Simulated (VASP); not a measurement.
# BP (F-43m) in VASP: a series of runs

Aim: see how the results for BP move with the level of theory and the settings. Levels: PBE, PBE+D3(BJ). Tasks: relaxation of cell and atoms.

All numbers are computed with VASP 6.6.1; they aren't measurements. Logs are shortened: lines on timing, memory, paths and dates and some standing lists are left out, and cuts for length are marked.

## 1. The structure

The structure is cubic, space group F-43m (No. 216). The conventional cell has a = 4.538 Å, b = 4.538 Å, c = 4.538 Å, α = 90.00°, β = 90.00°, γ = 90.00°. Around B (site symmetry -43m) lie 4 P at 1.97 Å. Around P (site symmetry -43m) lie 4 B at 1.97 Å.

## 2. Relaxation of cell and atoms, PBE

INCAR reads:

```
SYSTEM = BP
PREC = Accurate ; ENCUT = 600
EDIFF = 1E-6 ; ISMEAR = 0
SIGMA = 0.03 ; LREAL = .FALSE.
LASPH = .TRUE. ; NELM = 80
ALGO = Normal ; ISIF = 3
LWAVE = .FALSE. ; LCHARG = .FALSE.
GGA = PE ; IBRION = 2
NSW = 90 ; EDIFFG = -0.01
```

KPOINTS reads:

```
Automatic mesh
0
G
  10 10 10
  0 0 0
```

POSCAR reads:

```
BP
1.0
    0.0000000000      2.2690000000      2.2690000000
    2.2690000000      0.0000000000      2.2690000000
    2.2690000000      2.2690000000      0.0000000000
B P
1 1
Direct
    0.0000000000      0.0000000000      0.0000000000
    0.2500000000      0.2500000000      0.2500000000
```

Potentials or basis: VASP PAW PBE potentials, release 64 (B, P).

On the command line:

```
cat potpaw_PBE.64/B/POTCAR potpaw_PBE.64/P/POTCAR > POTCAR
mpirun -np 1 vasp_std > vasp.out
```

OUTCAR:

```text
SYSTEM = BP
   PREC = Accurate
   ENCUT = 600
   EDIFF = 1E-6
   ISMEAR = 0
   LREAL = .FALSE.
   LASPH = .TRUE.
   NELM = 80
   ISIF = 3
   GGA = PE
   IBRION = 2
   NSW = 90
   EDIFFG = -0.01

 ion  position               nearest neighbor table
   1  0.000  0.000  0.000-   2 1.97   2 1.97   2 1.97   2 1.97
   2  0.250  0.250  0.250-   1 1.97   1 1.97   1 1.97   1 1.97

  LATTYP: Found a face centered cubic cell.
 ALAT       =     4.5380000000

  Lattice vectors:

 A1 = (   0.0000000000,   2.2690000000,   2.2690000000)
 A2 = (   2.2690000000,   0.0000000000,   2.2690000000)
 A3 = (   2.2690000000,   2.2690000000,   0.0000000000)

Analysis of symmetry for initial positions (statically):
=====================================================================
 Subroutine PRICEL returns:
 Original cell was already a primitive cell.

 Routine SETGRP: Setting up the symmetry group for a
 face centered cubic supercell.

 Subroutine GETGRP returns: Found 24 space group operations
 (whereof 24 operations were pure point group operations)
 out of a pool of 48 trial point group operations.

The static configuration has the point symmetry T_d .

Analysis of symmetry for dynamics (positions and initial velocities):
=====================================================================
 Subroutine PRICEL returns:
 Original cell was already a primitive cell.

 Routine SETGRP: Setting up the symmetry group for a
 face centered cubic supercell.

 Subroutine GETGRP returns: Found 24 space group operations
 (whereof 24 operations were pure point group operations)
 out of a pool of 48 trial point group operations.

The dynamic configuration has the point symmetry T_d .

 Subroutine INISYM returns: Found 24 space group operations
 (whereof 24 operations are pure point group operations),
 and found     1 'primitive' translations

----------------------------------------------------------------------------------------

                                     Primitive cell

  volume of cell :      23.3633

  direct lattice vectors                    reciprocal lattice vectors
     0.000000000  2.269000000  2.269000000    -0.220361393  0.220361393  0.220361393
     2.269000000  0.000000000  2.269000000     0.220361393 -0.220361393  0.220361393
     2.269000000  2.269000000  0.000000000     0.220361393  0.220361393 -0.220361393

  length of vectors
     3.208850573  3.208850573  3.208850573     0.381677128  0.381677128  0.381677128

  position of ions in fractional coordinates (direct lattice)
     0.000000000  0.000000000  0.000000000
     0.250000000  0.250000000  0.250000000

  ion indices of the primitive-cell ions
   primitive index   ion index
                 1           1
                 2           2

----------------------------------------------------------------------------------------

 KPOINTS: Automatic mesh

Automatic generation of k-mesh.
 Grid dimensions read from file:
 generate k-points for:   10   10   10

 Generating k-lattice:

  Cartesian coordinates                     Fractional coordinates (reciprocal lattice)
    -0.022036139  0.022036139  0.022036139     0.100000000  0.000000000  0.000000000
     0.022036139 -0.022036139  0.022036139     0.000000000  0.100000000  0.000000000
     0.022036139  0.022036139 -0.022036139     0.000000000  0.000000000  0.100000000

  Length of vectors
     0.038167713  0.038167713  0.038167713

  Shift w.r.t. Gamma in fractional coordinates (k-lattice)
     0.000000000  0.000000000  0.000000000

 Subroutine IBZKPT returns following result:
 ===========================================

 Found     47 irreducible k-points:

 Following reciprocal coordinates:
            Coordinates               Weight
  0.000000  0.000000  0.000000      1.000000
  0.100000  0.000000  0.000000      8.000000
  0.200000  0.000000  0.000000      8.000000
  0.300000  0.000000  0.000000      8.000000
  0.400000  0.000000  0.000000      8.000000
  0.500000  0.000000  0.000000      4.000000
[... 16 lines left out ...]
  0.300000  0.300000  0.000000      6.000000
  0.400000  0.300000  0.000000     24.000000
 [... further k-points ...]
   k-points           NKPTS =     47   k-points in BZ     NKDIM =     47   number of bands    NBANDS=      8
   number of dos      NEDOS =    301   number of ions     NIONS =      2
   total plane-waves  NPLWV =  21952
   dimension x,y,z NGX =    28 NGY =   28 NGZ =   28
   dimension x,y,z NGXF=    56 NGYF=   56 NGZF=   56
   ions per type =               1   1
   NGX,Y,Z   is equivalent  to a cutoff of  14.51, 14.51, 14.51 a.u.
   NGXF,Y,Z  is equivalent  to a cutoff of  29.01, 29.01, 29.01 a.u.
 SYSTEM =  BP
   PREC   = accura    normal or accurate (medium, high low for compatibility)
   ISTART =      0    job   : 0-new  1-cont  2-samecut
   ICHARG =      2    charge: 1-file 2-atom 10-const
   ISPIN  =      1    spin polarized calculation?
   LNONCOLLINEAR =      F non collinear calculations
   LSORBIT =      F    spin-orbit coupling
   LASPH  =      T    aspherical Exc in radial PAW
   ENCUT  =  600.0 eV  44.10 Ry    6.64 a.u.   6.41  6.41  6.41*2*pi/ulx,y,z
   NELM   =     80;   NELMIN=  2; NELMDL= -5     # of ELM steps
   EDIFF  = 0.1E-05   stopping-criterion for ELM
   LREAL  =      F    real-space projection
   EDIFFG = -.1E-01   stopping-criterion for IOM
   NSW    =     90    number of steps for IOM
   IBRION =      2    ionic relax: 0-MD 1-quasi-New 2-CG
   NFREE  =      1    steps in history (QN), initial steepest desc. (CG)
   ISIF   =      3    stress and relaxation
   ISYM   =      2    0-nonsym 1-usesym 2-fastsym
   POTIM  = 0.5000    time-step for ionic-motion
   TEBEG  =    0.0;   TEEND  =   0.0 temperature during run
   PSTRESS=    0.0 pullay stress
   NELECT =       8.0000    total number of electrons
   NUPDOWN=      -1.0000    fix difference up-down
   EMIN   =  10.00;   EMAX   =-10.00  energy-range for DOS
   EFERMI =   0.00;   METHOD = LEGACY
   ISMEAR =     0;   SIGMA  =   0.03  broadening in eV -4-tet -1-fermi 0-gaus
   EFERMI_NEDOS =   21; number of points for ismear=-14 and -15
   IALGO  =     38    algorithm
   IMIX   =      4    mixing-type and parameters
     AMIX     =   0.40;   BMIX     =  1.00
     AMIX_MAG =   1.60;   BMIX_MAG =  1.00
  volume/ion in A,a.u.               =      11.68        78.83
  Fermi-wavevector in a.u.,A,eV,Ry     =   1.145320  2.164342 17.847562  1.311759
  Thomas-Fermi vector in A             =   2.282009
   LORBIT       =      0    0 simple, 1 ext, 2 COOP (PROOUT), +10 PAW based schemes
   GGA     = PE    functional components
   LHFCALC =     F    Hartree Fock is set to
   AEXX    =    0.0000 exact exchange contribution
   IVDW    =     0    specifies the selected vdW correction
   LEPSILON=     F    determine dielectric tensor
   LRPA    =     F    only Hartree local field effects (RPA)
 conjugate gradient relaxation of ions
 non-spin polarized calculation
 Gauss-broadening in eV      SIGMA  =   0.03
  energy-cutoff  :      600.00
  volume of cell :       23.36
 maximum number of plane-waves:       794
 NGX is ok and might be reduce to    28
   NGX = 13   NGY = 13   NGZ = 13

--------------------------------------- Ionic step        1  -------------------------------------------

 number of electron       8.0000000 magnetization

 Free energy of the ion-electron system (eV)
  ---------------------------------------------------
  ext. energy  EPLUGINS =         0.00000000
  ---------------------------------------------------
  free energy    TOTEN  =       -12.93208109 eV

  energy without entropy =      -12.93208109  energy(sigma->0) =      -12.93208109

------------------------ aborting loop because EDIFF is reached ----------------------------------------

  FORCE on cell =-STRESS in cart. coord.  units (eV):
  Direction    XX          YY          ZZ          XY          YZ          ZX
  --------------------------------------------------------------------------------------
  -------------------------------------------------------------------------------------
  Total        0.1305966      0.1305966      0.1305966     -0.0000000     -0.0000000     -0.0000000
  in kB        8.9558933      8.9558933      8.9558933     -0.0000000     -0.0000000     -0.0000000
  external PRESSURE =       8.9558933 kB  Pullay stress =       0.0000000 kB
[... 57 lines left out ...]
  energy  without entropy=      -12.9322501332  energy(sigma->0) =      -12.93225013

--------------------------------------- Ionic step        3  -------------------------------------------

 number of electron       8.0000000 magnetization

 Free energy of the ion-electron system (eV)
  ---------------------------------------------------
  ext. energy  EPLUGINS =         0.00000000
  ---------------------------------------------------
  free energy    TOTEN  =       -12.93243696 eV

  energy without entropy =      -12.93243696  energy(sigma->0) =      -12.93243696

 E-fermi :   7.5155     XC(G=0): -10.8837

 val. band max:        7.3678803659   @ k =   0.0000   0.0000   0.0000
 cond. band min:       8.6147463014   @ k =   0.4000   0.4000   0.0000
 fundamental gap:      1.2468659356
 Fermi energy:         7.5154911197

 k-point     1 :       0.0000    0.0000    0.0000
  band No.  band energies     occupation
      1      -8.0434      2.00000
      2       7.3679      2.00000
      3       7.3679      2.00000
      4       7.3679      2.00000
      5      10.7606      0.00000
      6      10.7606      0.00000
      7      10.7606      0.00000
      8      14.6595      0.00000
[... 243 lines left out ...]
 k-point    24 :       0.4000    0.3000    0.0000
  band No.  band energies     occupation
      1      -5.1184      2.00000
      2       1.2198      2.00000
      3       3.3399      2.00000
      4       3.8697      2.00000
      5       9.1838      0.00000
      6      10.9927      0.00000
      7      16.8071      0.00000
      8      16.8210      0.00000

 [... further k-points ...]

------------------------ aborting loop because EDIFF is reached ----------------------------------------

  FORCE on cell =-STRESS in cart. coord.  units (eV):
  Direction    XX          YY          ZZ          XY          YZ          ZX
  --------------------------------------------------------------------------------------
  -------------------------------------------------------------------------------------
  Total        0.0011413      0.0011413      0.0011413      0.0000000      0.0000000      0.0000000
  in kB        0.0778391      0.0778391      0.0778391      0.0000000      0.0000000      0.0000000
  external PRESSURE =       0.0778391 kB  Pullay stress =       0.0000000 kB
[... 17 lines left out ...]
  FREE ENERGIE OF THE ION-ELECTRON SYSTEM (eV)
  ---------------------------------------------------
  free  energy   TOTEN  =       -12.9324369647 eV

  energy  without entropy=      -12.9324369647  energy(sigma->0) =      -12.93243696

 reached required accuracy - stopping structural energy minimisation
```

Run time: 30 s. Hardware: 1 thread of Intel Xeon Platinum 8175M at 2.50GHz (Skylake/Cascade Lake), shared host; peak memory 0.15 GiB.

What came out:

```
Free energy                            : -12.9324 eV
Relaxed volume                         : 11.75 Å³/atom
Relaxed cell                           : a = 3.215 Å, b = 3.215 Å, c = 3.215 Å, α = 60.00°, β = 60.00°, γ = 60.00°
Space group after relaxing (to 0.05 Å) : F-43m (No. 216)
Energy gained by relaxing              : 0.2 meV/atom
Ionic steps                            : 3
Pressure after relaxing                : 0.0 GPa
Band gap on the k mesh                 : 1.25 eV, indirect (least direct gap 3.39 eV)
```

The path:
```tsv
step	energy change (eV)	largest force (eV/Å)	pressure (GPa)	volume (Å³)
1	0.0000	0.0000	0.90	23.36
2	-0.0002	0.0000	-0.63	23.58
3	-0.0004	0.0000	0.01	23.49
```

Final structure:
```
B P
1.0
     0.00000    2.27313    2.27313
     2.27313    0.00000    2.27313
     2.27313    2.27313    0.00000
B P
1 1
Direct
  0.00000 0.00000 0.00000
  0.25000 0.25000 0.25000
```

## 3. Relaxation of cell and atoms, PBE

This run uses another cell than the first one, of 11.75 Å³/atom, 1.005 times its volume.

INCAR reads:

```
SYSTEM = BP
PREC = Accurate ; ENCUT = 600
EDIFF = 1E-7 ; ISMEAR = 0
SIGMA = 0.03 ; LREAL = .FALSE.
LASPH = .TRUE. ; NELM = 80
ALGO = Normal ; ISIF = 3
LWAVE = .FALSE. ; LCHARG = .FALSE.
GGA = PE ; IBRION = 2
NSW = 90 ; EDIFFG = -0.005
```

KPOINTS is that of step 2.

POSCAR reads:

```
BP                                      
1.0
   -0.0000000000      2.2731332140      2.2731332140
    2.2731332140      0.0000000000      2.2731332140
    2.2731332140      2.2731332140     -0.0000000000
  B               P             
     1     1
Direct
     0.0000000000000000    0.0000000000000000    0.0000000000000000
     0.2500000000000000    0.2500000000000000    0.2500000000000000
```

Potentials or basis: VASP PAW PBE potentials, release 64 (B, P).

On the command line:

```
cat potpaw_PBE.64/B/POTCAR potpaw_PBE.64/P/POTCAR > POTCAR
mpirun -np 1 vasp_std > vasp.out
```

It took 17 s on 1 thread of Intel Xeon Platinum 8175M at 2.50GHz (Skylake/Cascade Lake), shared host; peak memory 0.15 GiB.

The run converged. Its results:

```yaml
Free_energy: -12.9325 eV
Pressure_after_relaxing: 0.0 GPa
Band_gap_on_the_k_mesh: 1.25 eV, indirect (least direct gap 3.39 eV)
```

Final structure:
```xyz
2
Lattice="0.0000 2.2731 2.2731 2.2731 0.0000 2.2731 2.2731 2.2731 0.0000" Properties=species:S:1:pos:R:3 pbc="T T T"
B     0.0000    0.0000    0.0000
P     1.1366    1.1366    1.1366
```

Levels at points of the mesh, in eV from the valence-band top:
```tsv
k point	band 1	band 2	band 3	band 4	band 5	band 6	band 7	band 8
(0.00, 0.00, 0.00)	-15.41	0.00	0.00	0.00	3.39	3.39	3.39	7.29
(0.50, 0.00, 0.00)	-12.11	-8.99	-1.75	-1.75	3.75	4.71	4.71	10.11
(0.50, 0.50, 0.00)	-10.59	-8.55	-4.09	-4.09	1.34	1.66	12.07	12.07
```

Caveat: the relaxation stopped at its first step, so nothing moved. A k mesh can miss the band edges.

## 4. Relaxation of cell and atoms, PBE+D3(BJ)

INCAR reads:

```
SYSTEM = BP
PREC = Accurate
ENCUT = 600
EDIFF = 1E-6
ISMEAR = 0
SIGMA = 0.03
LREAL = .FALSE.
LASPH = .TRUE.
NELM = 80
ALGO = Normal
ISIF = 3
LWAVE = .FALSE.
LCHARG = .FALSE.
GGA = PE
IVDW = 12
IBRION = 2
NSW = 90
EDIFFG = -0.01
```

KPOINTS reads:

```
regular mesh
0
G
  10 10 10
  0 0 0
```

POSCAR reads:

```
BP
1.0
    0.0000000000      2.2690000000      2.2690000000
    2.2690000000      0.0000000000      2.2690000000
    2.2690000000      2.2690000000      0.0000000000
B P
1 1
Direct
    0.0000000000      0.0000000000      0.0000000000
    0.2500000000      0.2500000000      0.2500000000
```

On the command line:

```
cat potpaw_PBE.64/B/POTCAR potpaw_PBE.64/P/POTCAR > POTCAR
mpirun -np 1 vasp_std > vasp.out
```

It took 16 s on 1 thread of Intel Xeon Platinum 8375C at 2.90GHz (Ice Lake), shared host; peak memory 0.16 GiB.

It converged, with:

* Free energy: -13.5846 eV
* Relaxed volume: 11.43 Å³/atom
* Relaxed cell: a = 3.186 Å, b = 3.186 Å, c = 3.186 Å, α = 60.00°, β = 60.00°, γ = 60.00°
* Space group after relaxing (to 0.05 Å): F-43m (No. 216)
* Energy gained by relaxing: 2.8 meV/atom
* Ionic steps: 3
* Pressure after relaxing: 0.0 GPa
* Band gap on the k mesh: 1.21 eV, indirect (least direct gap 3.43 eV)
* Dispersion energy per atom: -0.331 eV

The path:
| step | energy change (eV) | largest force (eV/Å) | pressure (GPa) | volume (Å³) |
| --- | --- | --- | --- | --- |
| 1 | 0.0000 | 0.0000 | -3.55 | 23.36 |
| 2 | -0.0025 | 0.0000 | 2.82 | 22.50 |
| 3 | -0.0057 | 0.0000 | 0.00 | 22.86 |

Final structure:
```xyz
2
Lattice="0.0000 2.2526 2.2526 2.2526 0.0000 2.2526 2.2526 2.2526 0.0000" Properties=species:S:1:pos:R:3 pbc="T T T"
B     0.0000    0.0000    0.0000
P     1.1263    1.1263    1.1263
```

Levels at points of the mesh, in eV from the valence-band top:
| k point | band 1 | band 2 | band 3 | band 4 | band 5 | band 6 | band 7 | band 8 |
| --- | --- | --- | --- | --- | --- | --- | --- | --- |
| (0.00, 0.00, 0.00) | -15.65 | 0.00 | 0.00 | 0.00 | 3.43 | 3.43 | 3.43 | 7.71 |
| (0.50, 0.00, 0.00) | -12.25 | -9.19 | -1.78 | -1.78 | 3.91 | 4.73 | 4.73 | 10.20 |
| (0.50, 0.50, 0.00) | -10.69 | -8.70 | -4.19 | -4.19 | 1.29 | 1.64 | 12.33 | 12.33 |

A k mesh can miss the band edges. A hybrid or GW would open this gap; PBE tends to underestimate it.

## 5. Relaxation of cell and atoms, PBE+D3(BJ)

This run uses another cell than the first one, of 11.43 Å³/atom, 0.979 times its volume.

INCAR: that of step 4 with these lines changed.

```diff
@@ -3,3 +3,3 @@
 ENCUT = 600
-EDIFF = 1E-6
+EDIFF = 1E-7
 ISMEAR = 0
@@ -17,2 +17,2 @@
 NSW = 90
-EDIFFG = -0.01
+EDIFFG = -0.005
```

KPOINTS is that of step 4.

POSCAR reads:

```
BP                                      
1.0
   -0.0000000000      2.2526488425      2.2526488425
    2.2526488425      0.0000000000      2.2526488425
    2.2526488425      2.2526488425     -0.0000000000
  B               P             
     1     1
Direct
     0.0000000000000000    0.0000000000000000    0.0000000000000000
     0.2500000000000000    0.2500000000000000    0.2500000000000000
```

On the command line:

```
cat potpaw_PBE.64/B/POTCAR potpaw_PBE.64/P/POTCAR > POTCAR
mpirun -np 1 vasp_std > vasp.out
```

It took 8.7 s on 1 thread of Intel Xeon Platinum 8375C at 2.90GHz (Ice Lake), shared host; peak memory 0.16 GiB.

Results (log left out):

```yaml
Free_energy: -13.5844 eV
Pressure_after_relaxing: 0.0 GPa
Band_gap_on_the_k_mesh: 1.21 eV, indirect (least direct gap 3.43 eV)
Dispersion_energy_per_atom: -0.331 eV
```

Final structure:
```cif
data_structure
_symmetry_space_group_name_H-M 'P 1'
_symmetry_Int_Tables_number 1
_cell_length_a 3.1857
_cell_length_b 3.1857
_cell_length_c 3.1857
_cell_angle_alpha 60.000
_cell_angle_beta 60.000
_cell_angle_gamma 60.000
_cell_volume 22.86
loop_
_atom_site_label
_atom_site_type_symbol
_atom_site_fract_x
_atom_site_fract_y
_atom_site_fract_z
_atom_site_occupancy
B1 B 0.00000 0.00000 0.00000 1
P1 P 0.25000 0.25000 0.25000 1
```

Levels at points of the mesh, in eV from the valence-band top:
| k point | band 1 | band 2 | band 3 | band 4 | band 5 | band 6 | band 7 | band 8 |
| --- | --- | --- | --- | --- | --- | --- | --- | --- |
| (0.00, 0.00, 0.00) | -15.65 | 0.00 | 0.00 | 0.00 | 3.43 | 3.43 | 3.43 | 7.71 |
| (0.50, 0.00, 0.00) | -12.25 | -9.19 | -1.78 | -1.78 | 3.91 | 4.73 | 4.73 | 10.20 |
| (0.50, 0.50, 0.00) | -10.69 | -8.70 | -4.19 | -4.19 | 1.29 | 1.64 | 12.33 | 12.33 |

Caveat: the relaxation stopped at its first step, so nothing moved. A k mesh can miss the band edges.
